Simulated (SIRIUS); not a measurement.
# Ru (P6_3/mmc) in SIRIUS: equation of state

How stiff is Ru in PBEsol, and what volume does it want? The cell is scaled to several volumes.

Program: SIRIUS 7.12.0. These are calculated values, not measurements. Logs are shortened: lines on timing, memory, paths and dates and some standing lists are left out, and cuts for length are marked. The log counts tension as positive stress, the text compression.

## Step 1: Starting point

Symmetry: P6_3/mmc, No. 194, hexagonal system. Conventional cell: a = 2.706 Å, b = 2.706 Å, c = 4.282 Å, α = 90.00°, β = 90.00°, γ = 120.00°. Around Ru (site symmetry -6m2) lie 12 Ru at 2.65 to 2.71 Å.

## Step 2: Single point, PBEsol, 12.76 Å³/atom (volume scaled by 0.94)

The input, sirius.json:

```json
{
  "control": {
    "processing_unit": "cpu",
    "verbosity": 2,
    "num_bands_to_print": 25,
    "print_forces": true,
    "print_stress": true
  },
  "parameters": {
    "electronic_structure_method": "pseudopotential",
    "xc_functionals": ["XC_GGA_X_PBE_SOL", "XC_GGA_C_PBE_SOL"],
    "gk_cutoff": 9.2,
    "pw_cutoff": 18.4,
    "ngridk": [11, 11, 6],
    "shiftk": [0, 0, 0],
    "smearing": "fermi_dirac",
    "smearing_width": 0.0018374661,
    "num_bands": 25,
    "num_mag_dims": 0,
    "num_dft_iter": 100,
    "energy_tol": 1e-08,
    "density_tol": 1e-06
  },
  "iterative_solver": {
    "type": "davidson",
    "min_tolerance": 1e-10
  },
  "mixer": {
    "type": "anderson",
    "beta": 0.7,
    "max_history": 8
  },
  "settings": {
    "tol_ne": 1e-10,
    "pseudo_grid_cutoff": 6.5
  },
  "unit_cell": {
    "lattice_vectors": [
      [5.008840211537, 0.0, 0.0],
      [-2.504420105769, 4.337782866694, 0.0],
      [0.0, 0.0, 7.926436876869]
    ],
    "atom_coordinate_units": "lattice",
    "atom_types": ["Ru"],
    "atom_files": {
      "Ru": "Ru.json"
    },
    "atoms": {
      "Ru": [
        [0.6666666667, 0.3333333333, 0.75],
        [0.3333333333, 0.6666666667, 0.25]
      ]
    }
  }
}
```

Potentials or basis: PseudoDojo 0.4.1 PBEsol standard (scalar relativistic).

Launch:

```sh
$ upf_to_json Ru.upf
$ OMP_NUM_THREADS=4 sirius.scf --input=sirius.json --output=out.json --task=0
```

Log:

```text
[info] SIRIUS version : 7.12.0
[info] number of MPI ranks           : 1
[info] MPI grid                      : 1 1
[info] maximum number of OMP threads : 4
[fft] FFT context for density and potential
[fft] =====================================
[fft]   comm size                             : 1
[fft]   plane wave cutoff                     : 18.4
[fft]   grid size                             : 32 32 50   total : 51200
[fft]   grid limits                           : -15 16   -15 16   -24 25
[fft]   number of G-vectors within the cutoff : 9063
[fft]   local number of G-vectors             : 9063
[fft]   number of G-shells                    : 978
[fft] FFT context for coarse grid
[fft] =====================================
[fft]   comm size                             : 1
[fft]   plane wave cutoff                     : 18.4
[fft]   grid size                             : 32 32 50   total : 51200
[fft]   grid limits                           : -15 16   -15 16   -24 25
[fft]   number of G-vectors within the cutoff : 9063
[fft]   local number of G-vectors             : 9063
[fft]   number of G-shells                    : 978
[unit cell] lattice vectors
[unit cell]   a1 :       5.0088402115      0.0000000000      0.0000000000
[unit cell]   a2 :      -2.5044201058      4.3377828667      0.0000000000
[unit cell]   a3 :       0.0000000000      0.0000000000      7.9264368769
[unit cell] reciprocal lattice vectors
[unit cell]   b1 :       1.2544191952      0.7242392600     -0.0000000000
[unit cell]   b2 :       0.0000000000      1.4484785201      0.0000000000
[unit cell]   b3 :       0.0000000000     -0.0000000000      0.7926872320
[unit cell] unit cell volume :       172.21976482 [a.u.^3]
[unit cell] 1/sqrt(omega)    :         0.07620062
[unit cell] MT volume        :         0.00000000 ( 0.00%)
[unit cell] IT volume        :       172.21976482 (100.00%)
[unit cell] number of atom types : 1
[unit cell] type id : 0 symbol : Ru mt_radius :  15.830000 num_atoms : 2
[unit cell] total number of atoms : 2
[unit cell] number of symmetry classes : 1
[unit cell] number of PAW atoms : 0
[unit cell] atom id  type id  class id             position                      vector_field
[unit cell] ------------------------------------------------------------------------------------------
[unit cell]      0        0        0      0.66667   0.33333   0.75000      0.00000   0.00000   0.00000
[unit cell]      1        0        0      0.33333   0.66667   0.25000      0.00000   0.00000   0.00000
[unit cell] atom id         position (Cartesian, a.u.)
[unit cell] ---------------------------------------------
[unit cell]      0       2.504420    1.445928    5.944828
[unit cell]      1      -0.000000    2.891855    1.981609
[unit cell] class id : 0 atom id : 0 1
[unit cell] minimum bond length:     4.906111
[unit cell] total number of pseudo wave-functions: 20
[sym] space group number   : 194
[sym] international symbol : P6_3/mmc
[sym] Hall symbol          : -P 6c 2c
[sym] space group transformation matrix :
[sym]   1.0000  0.0000  0.0000
[sym]   0.0000  1.0000  0.0000
[sym]   0.0000  0.0000  1.0000
[sym] space group origin shift :
[sym]   0.0000  0.0000  0.0000
[sym] number of space group operations  : 24
[sym] number of magnetic group operations : 24
[sym] metric tensor error: 5.4008e-11
[sym] rotation matrix error: 2.4860e-12
[sym] symmetry operations
[... list of symmetry operations ...]
[atom type] label          : Ru
[atom type] --------------------------------------------------------------------------------
[atom type] symbol         : Ru
[atom type] name           :
[atom type] zn             : 16
[atom type] mass           : 0
[atom type] mt_radius      : 15.83
[... 175 lines left out ...]
[find] | SCF iteration   4 out of 100|
[diagonalize] iterative solver tolerance (occupied, empty): 0.000416365 0.000416365
[diagonalize] average number of iterations: 1.67188
[find] Total energy                   :    -202.04549830 (Ha),    -404.09099660 (Ry)
[... 44 lines left out ...]
[find] | SCF iteration  10 out of 100|
[diagonalize] iterative solver tolerance (occupied, empty): 3.79884e-07 3.79884e-07
[diagonalize] average number of iterations: 1.29688
[find] Total energy                   :    -202.04550042 (Ha),    -404.09100084 (Ry)
[find] Free energy (E-TS)             :    -202.04606794 (Ha),    -404.09213589 (Ry)
[find] band gap (eV)                  :       0.00000000
[find] Efermi                         :       0.93117067
[find] iteration : 10, RMS (target) : 2.0653e-06 (1.0000e-06) , energy difference (target) : -7.2399e-10 (1.0000e-08)
[find] bands are converged : true
[find] iterative solver converged : false
[find] +------------------------------+
[find] | SCF iteration  11 out of 100|
[find] +------------------------------+
[diagonalize] iterative solver tolerance (occupied, empty): 1.89942e-07 1.89942e-07
[diagonalize] average number of iterations: 1.10938
[diagonalize] Lowest band energies
[diagonalize] ik:    0   -1.756626   -1.746855   -0.677608   -0.635274   -0.635274   -0.627661   -0.627661   -0.625734    0.623911    0.685629    0.828396    0.828396    0.835709    0.856339    0.856339    0.877813    0.877813    0.981994    0.982111    0.982111    1.340085    1.486350    1.583632    1.612091    1.800817
[diagonalize] ik:    1   -1.756056   -1.746630   -0.676338   -0.638000   -0.636188   -0.630475   -0.628026   -0.626321    0.635789    0.694723    0.809753    0.838393    0.849216    0.853668    0.864193    0.865575    0.870322    0.915984    0.986830    1.065640    1.338229    1.507485    1.597294    1.629485    1.718529
[diagonalize] ik:    2   -1.754486   -1.746063   -0.672728   -0.645307   -0.638546   -0.637840   -0.629081   -0.628095    0.667166    0.714062    0.789216    0.818117    0.839094    0.853278    0.867059    0.878750    0.885247    0.891870    0.996391    1.155654    1.331672    1.535271    1.605951    1.642325    1.656641
[diagonalize] ik:    3   -1.752303   -1.745429   -0.667377   -0.654856   -0.647108   -0.641485   -0.631028   -0.630575    0.699927    0.718490    0.768817    0.793941    0.834951    0.839175    0.869023    0.909830    0.920493    0.930645    1.004844    1.246061    1.322054    1.455788    1.546229    1.570367    1.676223
[diagonalize] ik:    4   -1.750075   -1.745053   -0.663586   -0.661323   -0.655298   -0.644079   -0.634845   -0.632017    0.696961    0.720956    0.732851    0.820521    0.827228    0.856373    0.857567    0.956473    0.973229    0.985478    1.010168    1.299699    1.328640    1.359014    1.488095    1.497844    1.624169
[diagonalize] ...
[diagonalize] ik:   59   -1.748196   -1.748196   -0.663229   -0.663229   -0.642213   -0.642213   -0.635787   -0.635787    0.727904    0.727904    0.794569    0.794569    0.807821    0.807821    0.876795    0.876795    0.988575    0.988575    1.031069    1.031069    1.513092    1.513092    1.563645    1.563645    1.600619
[diagonalize] ik:   60   -1.747087   -1.747087   -0.667358   -0.667358   -0.645962   -0.645962   -0.635631   -0.635631    0.720450    0.720450    0.781549    0.781549    0.834089    0.834089    0.879415    0.879415    1.002657    1.002657    1.091351    1.091351    1.444089    1.444089    1.514954    1.514954    1.605012
[diagonalize] ik:   61   -1.746425   -1.746425   -0.669790   -0.669790   -0.648352   -0.648352   -0.635362   -0.635362    0.716732    0.716732    0.770737    0.770737    0.840949    0.840949    0.904992    0.904992    0.994443    0.994443    1.156104    1.156104    1.370244    1.370244    1.484762    1.484762    1.620995
[diagonalize] ik:   62   -1.746367   -1.746367   -0.667850   -0.667850   -0.651208   -0.651208   -0.634968   -0.634968    0.729786    0.729786    0.781566    0.781566    0.824631    0.824631    0.881713    0.881713    0.995749    0.995749    1.178789    1.178789    1.410238    1.410238    1.423690    1.423691    1.647054
[diagonalize] ik:   63   -1.746099   -1.746099   -0.667516   -0.667516   -0.653693   -0.653693   -0.634715   -0.634715    0.737207    0.737207    0.773057    0.773057    0.824955    0.824955    0.889250    0.889250    0.986122    0.986122    1.237752    1.237752    1.359476    1.359476    1.402217    1.402217    1.684045
[find] Charges and magnetic moments
[find] --------------------------------------------------------------------------------
[find] total charge          : 32.000000
[find] Energy
[find] --------------------------------------------------------------------------------
[find] valence_eval_sum               :      -1.88632292
[find] <rho|V^{XC}>                   :     -28.12093281
[find] <rho|E^{XC}>                   :     -34.02764352
[find] <mag|B^{XC}>                   :       0.00000000
[find] <rho|V^{H}>                    :      53.68555100
[find] one-electron contribution      :     -27.45094111 (Ha),     -54.90188223 (Ry)
[find] hartree contribution           :      26.84277550
[find] xc contribution                :     -34.02764352
[find] ewald contribution             :    -167.40968965
[find] PAW contribution               :       0.00000000
[find] smearing (-TS)                 :      -0.00056752
[find] SCF correction                 :      -0.00000164
[find] Total energy                   :    -202.04550042 (Ha),    -404.09100084 (Ry)
[find] Free energy (E-TS)             :    -202.04606794 (Ha),    -404.09213589 (Ry)
[find] band gap (eV)                  :       0.00000000
[find] Efermi                         :       0.93117094
[find] iteration : 11, RMS (target) : 4.8241e-07 (1.0000e-06) , energy difference (target) : 2.8786e-10 (1.0000e-08)
[find] bands are converged : true
[find] iterative solver converged : false
[find] converged after 12 SCF iterations!
[find] Charges and magnetic moments
[find] --------------------------------------------------------------------------------
[find] total charge          : 32.000000
[find] Energy
[find] --------------------------------------------------------------------------------
[find] valence_eval_sum               :      -1.88632292
[find] <rho|V^{XC}>                   :     -28.12093281
[find] <rho|E^{XC}>                   :     -34.02764352
[find] <mag|B^{XC}>                   :       0.00000000
[find] <rho|V^{H}>                    :      53.68555100
[find] one-electron contribution      :     -27.45094111 (Ha),     -54.90188223 (Ry)
[find] hartree contribution           :      26.84277550
[find] xc contribution                :     -34.02764352
[find] ewald contribution             :    -167.40968965
[find] PAW contribution               :       0.00000000
[find] smearing (-TS)                 :      -0.00056752
[find] SCF correction                 :      -0.00000164
[find] Total energy                   :    -202.04550042 (Ha),    -404.09100084 (Ry)
[find] Free energy (E-TS)             :    -202.04606794 (Ha),    -404.09213589 (Ry)
[find] band gap (eV)                  :       0.00000000
[find] Efermi                         :       0.93117094
[ground_state] === stress tensor components [kbar] ===
[ground_state] === stress_kin ===
[ground_state] -74423.397226   -0.000000    0.000000
[ground_state]    -0.000000-74423.397226    0.000000
[ground_state]     0.000000    0.000000-74247.858305
[ground_state] === stress_har ===
[ground_state] -14711.974429   -0.000000    0.000000
[ground_state]    -0.000000-14711.974429    0.000000
[ground_state]     0.000000    0.000000-16432.670347
[ground_state] === stress_ewald ===
[ground_state] 96586.587677    0.000000    0.000000
[ground_state]     0.00000096586.587677   -0.000000
[ground_state]     0.000000   -0.00000092819.694074
[ground_state] === stress_vloc ===
[ground_state] 13607.650045    0.000000    0.000000
[ground_state]     0.00000013607.650045    0.000000
[ground_state]     0.000000    0.00000018915.906204
[ground_state] === stress_xc ===
[ground_state] -9936.065122   -0.000000   -0.000000
[ground_state]    -0.000000-9936.065122    0.000000
[ground_state]    -0.000000    0.000000-9937.819828
[ground_state] === stress_core ===
[ground_state] 24656.313167    0.000000    0.000000
[ground_state]     0.00000024656.313167    0.000000
[ground_state]     0.000000    0.00000024654.555088
[ground_state] === stress_nonloc ===
[ground_state] -35948.636058   -0.000000   -0.000000
[ground_state]    -0.000000-35948.636058   -0.000000
[ground_state]    -0.000000   -0.000000-35951.488423
[ground_state] === stress_us_nl ===
[ground_state] -35948.636058   -0.000000   -0.000000
[ground_state]    -0.000000-35948.636058   -0.000000
[ground_state]    -0.000000   -0.000000-35951.488423
[ground_state] === stress_total ===
[ground_state]  -169.521945   -0.000000    0.000000
[ground_state]    -0.000000 -169.521945   -0.000000
[ground_state]     0.000000   -0.000000 -179.681537
[ground_state] ==== total Forces in Ha/bohr =====
[ground_state] atom:    0, force:      -0.0000000     -0.0000000      0.0000000
[ground_state] atom:    1, force:      -0.0000000      0.0000000     -0.0000000
[ground_state] ==== ultrasoft contribution from Qij =====
[ground_state] atom:    0, force:       0.0000000      0.0000000      0.0000000
[ground_state] atom:    1, force:       0.0000000      0.0000000      0.0000000
[ground_state] ==== non-local contribution from Beta-projector =====
[ground_state] atom:    0, force:      -0.0000000     -0.0000000      0.0000000
[ground_state] atom:    1, force:      -0.0000000      0.0000000      0.0000000
[ground_state] ==== contribution from local potential =====
[ground_state] atom:    0, force:       0.0000000      0.0000000      0.0000000
[ground_state] atom:    1, force:      -0.0000000      0.0000000     -0.0000000
[ground_state] ==== contribution from core density =====
[ground_state] atom:    0, force:      -0.0000000      0.0000000      0.0000000
[ground_state] atom:    1, force:       0.0000000     -0.0000000      0.0000000
[ground_state] ==== Ewald forces from ions =====
[ground_state] atom:    0, force:       0.0000000      0.0000000      0.0000000
[ground_state] atom:    1, force:      -0.0000000     -0.0000000      0.0000000
[~DFT_ground_state] local op. applied: 40772
[~DFT_ground_state] evp. work count: 6712.62
[~DFT_ground_state] number of iterative solver steps: 1449
```

Wall time 12 s (4 threads of Intel Xeon 6975P-C (Granite Rapids), shared host); peak memory 0.34 GiB.

Results:

```
Free energy            : -5497.9536 eV
Pressure               : 17.3 GPa
Band gap on the k mesh : none (metal or under the smearing width)
```

(Continued in part 2 of 2.)
